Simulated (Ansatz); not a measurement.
Crystal: Cu.

```xyz
1
Lattice="0.0000 1.8075 1.8075 1.8075 0.0000 1.8075 1.8075 1.8075 0.0000" Properties=species:S:1:pos:R:3 pbc="T T T"
Cu    0.0000    0.0000    0.0000
```

| Property | Result |
| --- | --- |
| Program | Ansatz 0.2.0 |
| Task | phonons |
| Functional | PBE |
| Potentials or basis | all-electron LAPW, scalar-relativistic |
| Cutoff | 316 eV (chosen from the basis error) |
| Basis error allowed | 0.001 eV/atom |
| k mesh | 10 × 10 × 10 |
| Occupations | fermi-dirac, width 0.05 eV |
| Spin | no spin polarisation |
| Phonon path | ["G", "X", "W", "K", "G", "L"] |

Problem. Is this structure dynamically stable at this level, and how far does the spectrum reach?

Solution. Yes, as far as this q mesh shows: no mode on the path is imaginary. The highest frequency is 252 cm⁻¹.

A q mesh this small can miss soft modes between its points.

Caveat: the k mesh is thin for a metal, which can move the energy by tens of meV per atom; a metal's response needs a denser mesh.
